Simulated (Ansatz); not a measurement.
# TaN (Fm-3m): one cell, many starting occupations (series 2), part 2 of 2

Aim: start the open shells of TaN (Fm-3m) from different occupation matrices at one fixed cell, and see in which states the SCF ends. Cell and atoms stay fixed.

Ansatz 0.2.0; DFT PBE+U (U_eff = 2 eV on Ta d), plane waves, PAW, no spin–orbit coupling unless a run says so.

### 5 Random orbitals: fully mixed, one electron fewer

The input, input.yaml:

```yaml
crystal:
  lattice:
    - [0.0, 2.17900131, 2.17900131]
    - [2.17900131, 0.0, 2.17900131]
    - [2.17900131, 2.17900131, 0.0]
  atoms:
    - { symbol: Ta, position: [0.5, 0.5, 0.5], spin: 1.0 }
    - { symbol: "N", position: [0.0, 0.0, 0.0] }
basis:
  ecutwfc: 420
  ecutrho_ratio: 4
kpoints:
  mp_grid: { grid: [7, 7, 7] }
hamiltonian:
  xc: pbe
  hubbard:
    sites:
      - { site: 0, l: d, u_eff: 2.0, starting_ns: [{ spin: up, occupation_matrix: s0up }, { spin: down, occupation_matrix: s0down }] }
    occupation_matrices:
      s0up:
        matrix:
          - [0.16454, -0.21125, 0.18901, 0.05559, 0.1816]
          - [-0.21125, 0.32875, -0.27625, -0.08125, -0.26541]
          - [0.18901, -0.27625, 0.26717, 0.0727, 0.23748]
          - [0.05559, -0.08125, 0.0727, 0.04138, 0.06985]
          - [0.1816, -0.26541, 0.23748, 0.06985, 0.24816]
      s0down:
        matrix:
          - [0.02, 0.0, 0.0, 0.0, 0.0]
          - [0.0, 0.02, 0.0, 0.0, 0.0]
          - [0.0, 0.0, 0.02, 0.0, 0.0]
          - [0.0, 0.0, 0.0, 0.02, 0.0]
          - [0.0, 0.0, 0.0, 0.0, 0.02]
    ns_hold: { iters: 5 }
scf:
  occupations: { method: gaussian, width: 0.05 }
  lower_state_search: "off"
  max_iter: 150
output:
  forces: true
  stress: true
  eigenvalues: true
  populations: true
  hubbard: { sites: [{ site: 0, l: d }] }
magnetization:
  spin_polarized: true
```

The typed matrices are held for 5 cycles.

Run with:

```bash
$ ansatz run input.yaml --threads 2 --pin off --max-ram 3072MiB --backend cpu --events-out ev --progress --plain --runs-dir out
```

Output (excerpt; [...] marks lines left out):

```text
Warning: crystal.symmetry: narrowed to the stabiliser of the occupation matrices — unitary ops 48 → 2; lowered by the specified shell (site 0, l: d); largest admitted image defect 1.1e-16, smallest excluded 1.5e-1 — at a splitting's scale: the group the occupation matrices' own texture admits
Warning: RAYON_NUM_THREADS=2 ignored (pool sized by the plan → 2); use --threads N
Ta: projections on atomic orbitals take those of the free atom [Kr 4d10 4f14] 5s2 5p6 5d3 6s2, of charge +0.00 (hamiltonian.pseudopotentials.projection_atoms); the dataset's partial waves leave at most 6.0e-5 of an orbital's norm unspanned inside its sphere
N: projections on atomic orbitals take those of the free atom [He] 2s2 2p3, of charge +0.00 (hamiltonian.pseudopotentials.projection_atoms); the dataset's partial waves leave at most 9.3e-9 of an orbital's norm unspanned inside its sphere
[...]
Pseudopotentials: kind: paw
Pseudopotential: Ta, paw, valence charge 13, recommended cutoff 420 eV (normal), Ta.paw.azcp
Pseudopotential: N, paw, valence charge 5, recommended cutoff 420 eV (normal), N.paw.azcp
Functional definition: PBE
[...]
Crystal: 2 atoms, lattice volume = 20.692 Å³
Basis set: ecut = 420 eV, 411 PW (Γ), exchange–correlation on 48×48×48 points (8 copies of the dense FFT grid, shifted against one another)
[...]
WARN: the starting moments were not kept: the SCF closed with an absolute magnetisation of 2.4e-5 μB, where they sum to 1 μB in size (1 site). That is at most 0.1 of that sum. Measured as dr2_m measures the in/out step, that magnetisation stands 1.8e-10 eV from none, at or under the [...]
WARN: hamiltonian.hubbard: on 1 of 2 specified blocks the occupation matrix of this SCF's result fails the test of the specified filling. At site 0 ↑ (sites count from 0 in the list of atoms of the cell that this SCF solves) the least filled combination of the orbitals specified full has [...]
  atom   2  N      0.00000000     0.00000000     0.00000000
[...]
--- Stress (GPa, compression-positive) ---
       16.080463      -0.000015      -0.000002
       -0.000015      16.080467      -0.000002
       -0.000002      -0.000002      16.080466
  P = ⅓ Tr σ = 16.0805 GPa (160.805 kbar)
--- Band table (eV; the first three rows and the last of 344) ---
  k-point 0 ↑: bands = ["-47.2087", "-13.4335", "-13.4335", "-13.4335", "3.3760", "18.5775", "18.5775", "18.5775", "20.2697", "20.2698", "20.2698", "22.7755", "22.7755", "24.1413"]
[...]
Occupation matrices written to <dir>
--- Löwdin populations: 2 sites ---
  site symbol       q [e]    m [muB]
     0     Ta     12.1797     0.0000
     1      N      5.7411    -0.0000
  spilling = 0.004404 (of n_electrons = 18.000000)
--- Occupation matrices: 1 shell (run DFT+U table (all-electron-ortho-atomic); ε = 5.27e-4) ---
  Ta0 d_5D: site group Oh (m-3m)
  Ta0 d_5D up     Tr n = 1.8896  λ = 0.303 0.303 0.428 0.428 0.428  [2× z2 0.50 (Eg 1.00) Eg(1.00) | 3× xz 0.33 (T2g 1.00) T2g(1.00)]
  Ta0 d_5D dn     Tr n = 1.8896  λ = 0.303 0.303 0.428 0.428 0.428  [2× z2 0.50 (Eg 1.00) Eg(1.00) | 3× xz 0.33 (T2g 1.00) T2g(1.00)]
  specified occupation → Ta0 d_5D up: matrix, ‖Δ‖_F = 0.9101, Tr Δ = -0.8396, displaced = 0.9863, d_λ = 0.8870; orbital distance = 0.8849
  specified occupation → Ta0 d_5D dn: matrix, ‖Δ‖_F = 0.8119, Tr Δ = -1.7896, displaced = 0.8948, d_λ = 0.8119; orbital distance = 0.0000
  Tr n, λ and their labels are of the run-group-symmetrised matrices; stabiliser: 96 of 96 elements of G0×{1,Θ} (closed), max defect 3.4e-5 at τ = 1.1e-4
```

It took 11 s on 2 threads of Arm Neoverse V2, shared host; peak memory 0.4 GiB.

End state: no gap, pressure 16.1 GPa, no moment over 0.05 μB in any sphere, largest force component 0.00 eV/Å, 2 symmetry operations imposed. The program reports that the typed filling wasn't kept.

How the shells are filled (orbitals counted by the eigenvalues of the occupation matrices):

| shell | channel | electrons | over 0.8 | 0.2 to 0.8 | under 0.2 |
| --- | --- | --- | --- | --- | --- |
| Ta 5d (atom 1) | up | 1.89 | 0 | 5 | 0 |
| Ta 5d (atom 1) | down | 1.89 | 0 | 5 | 0 |

### 6 Random orbitals: drawn by pairs, first filling

input.yaml: that of step 5 with these lines changed.

```diff
@@ -6,3 +6,3 @@
   atoms:
-    - { symbol: Ta, position: [0.5, 0.5, 0.5], spin: 1.0 }
+    - { symbol: Ta, position: [0.5, 0.5, 0.5], spin: 2.0 }
     - { symbol: "N", position: [0.0, 0.0, 0.0] }
@@ -21,7 +21,7 @@
         matrix:
-          - [0.16454, -0.21125, 0.18901, 0.05559, 0.1816]
-          - [-0.21125, 0.32875, -0.27625, -0.08125, -0.26541]
-          - [0.18901, -0.27625, 0.26717, 0.0727, 0.23748]
-          - [0.05559, -0.08125, 0.0727, 0.04138, 0.06985]
-          - [0.1816, -0.26541, 0.23748, 0.06985, 0.24816]
+          - [0.73413, 0.0, 0.0, 0.41042, 0.0]
+          - [0.0, 0.02, 0.0, 0.0, 0.0]
+          - [0.0, 0.0, 0.97, 0.0, 0.0]
+          - [0.41042, 0.0, 0.0, 0.25587, 0.0]
+          - [0.0, 0.0, 0.0, 0.0, 0.02]
       s0down:
@@ -33,3 +33,3 @@
           - [0.0, 0.0, 0.0, 0.0, 0.02]
-    ns_hold: { iters: 5 }
+    ns_hold: { iters: 12 }
 scf:
```

The typed matrices put 0.97 on the chosen orbitals and 0.02 on the others, and are held for 12 cycles.

Run with:

```bash
$ ansatz run input.yaml --threads 2 --pin off --max-ram 3072MiB --backend cpu --events-out ev --progress --plain --runs-dir out
```

Output (excerpt; [...] marks lines left out):

```text
Warning: crystal.symmetry: narrowed to the stabiliser of the occupation matrices — unitary ops 48 → 8; lowered by the specified shell (site 0, l: d); largest admitted image defect 4.4e-16, smallest excluded 3.3e-3 — at a rounding scale rather than a splitting's, so precision (not physics) [...]
Warning: RAYON_NUM_THREADS=2 ignored (pool sized by the plan → 2); use --threads N
Ta: projections on atomic orbitals take those of the free atom [Kr 4d10 4f14] 5s2 5p6 5d3 6s2, of charge +0.00 (hamiltonian.pseudopotentials.projection_atoms); the dataset's partial waves leave at most 6.0e-5 of an orbital's norm unspanned inside its sphere
N: projections on atomic orbitals take those of the free atom [He] 2s2 2p3, of charge +0.00 (hamiltonian.pseudopotentials.projection_atoms); the dataset's partial waves leave at most 9.3e-9 of an orbital's norm unspanned inside its sphere
[...]
[... 4 set-up lines as earlier in the session ...]
[...]
Crystal: 2 atoms, lattice volume = 20.692 Å³
Basis set: ecut = 420 eV, 411 PW (Γ), exchange–correlation on 48×48×48 points (8 copies of the dense FFT grid, shifted against one another)
[...]
WARN: the starting moments were not kept: the SCF closed with an absolute magnetisation of 1.5e-5 μB, where they sum to 2 μB in size (1 site). That is at most 0.1 of that sum. Measured as dr2_m measures the in/out step, that magnetisation stands 5.1e-11 eV from none, at or under the [...]
WARN: hamiltonian.hubbard: on 1 of 2 specified blocks the occupation matrix of this SCF's result fails the test of the specified filling. At site 0 ↑ (sites count from 0 in the list of atoms of the cell that this SCF solves) the least filled combination of the orbitals specified full has [...]
  atom   2  N      0.00000000     0.00000000     0.00000000
[...]
--- Stress (GPa, compression-positive) ---
       16.080408       0.000000       0.000000
        0.000000      16.080529       0.000000
        0.000000       0.000000      16.080528
  P = ⅓ Tr σ = 16.0805 GPa (160.805 kbar)
--- Band table (eV; the first three rows and the last of 128) ---
  k-point 0 ↑: bands = ["-47.2087", "-13.4335", "-13.4335", "-13.4335", "3.3760", "18.5775", "18.5775", "18.5775", "20.2697", "20.2697", "20.2697", "22.7755", "22.7755", "24.1413"]
[...]
Occupation matrices written to <dir>
--- Löwdin populations: 2 sites ---
  site symbol       q [e]    m [muB]
     0     Ta     12.1797     0.0000
     1      N      5.7411    -0.0000
  spilling = 0.004404 (of n_electrons = 18.000000)
--- Occupation matrices: 1 shell (run DFT+U table (all-electron-ortho-atomic); ε = 4.43e-4) ---
  Ta0 d_5D: site group Oh (m-3m)
  Ta0 d_5D up     Tr n = 1.8896  λ = 0.303 0.303 0.428 0.428 0.428  [2× z2 0.50 (Eg 1.00) Eg(1.00) | 3× xz 0.33 (T2g 1.00) T2g(1.00)]
  Ta0 d_5D dn     Tr n = 1.8896  λ = 0.303 0.303 0.428 0.428 0.428  [2× z2 0.50 (Eg 1.00) Eg(1.00) | 3× xz 0.33 (T2g 1.00) T2g(1.00)]
  specified occupation → Ta0 d_5D up: matrix, ‖Δ‖_F = 1.0732, Tr Δ = +0.1104, displaced = 1.1540, d_λ = 0.9562; orbital distance = 1.4142
  specified occupation → Ta0 d_5D dn: matrix, ‖Δ‖_F = 0.8119, Tr Δ = -1.7896, displaced = 0.8948, d_λ = 0.8119; orbital distance = 0.0000
  Tr n, λ and their labels are of the run-group-symmetrised matrices; stabiliser: 96 of 96 elements of G0×{1,Θ} (closed), max defect 1.2e-5 at τ = 9.4e-5
```

Wall time 5.8 s (2 threads of Arm Neoverse V2, shared host); peak memory 0.32 GiB.

End state: no gap, pressure 16.1 GPa, no moment over 0.05 μB in any sphere, largest force component 0.00 eV/Å, 8 symmetry operations imposed. The program reports that the typed filling wasn't kept.

How the shells are filled (orbitals counted by the eigenvalues of the occupation matrices):

| shell | channel | electrons | over 0.8 | 0.2 to 0.8 | under 0.2 |
| --- | --- | --- | --- | --- | --- |
| Ta 5d (atom 1) | up | 1.89 | 0 | 5 | 0 |
| Ta 5d (atom 1) | down | 1.89 | 0 | 5 | 0 |

### 7 Results

This closing draws on all 2 parts.

Energies count from the lowest free state and have the smearing extrapolated to zero.

| start | energy (meV/atom) | gap (eV) | pressure (GPa) | largest moment (μB) | SCF cycles | time |
| --- | --- | --- | --- | --- | --- | --- |
| random orbitals: single harmonics, first filling (earlier series) | 0.0 | metal | 16.1 | 0.00 | 32 | 5.9 s |
| random orbitals: fully mixed, first filling | 0.0 | metal | 16.1 | 0.00 | 37 | 16 s |
| random orbitals: single harmonics, second filling | 0.0 | metal | 16.1 | 0.00 | 32 | 3.8 s |
| random orbitals: single harmonics, first filling | 0.0 | metal | 16.1 | 0.00 | 30 | 3.7 s |
| random orbitals: fully mixed, one electron fewer | 0.0 | metal | 16.1 | 0.00 | 24 | 11 s |
| random orbitals: drawn by pairs, first filling | 0.0 | metal | 16.1 | 0.00 | 32 | 5.8 s |

The 6 free runs end within about 1 meV/atom of each other. The lowest state found need not be the ground state, and the geometry wasn't relaxed for any of them. Spin–orbit coupling is left out.
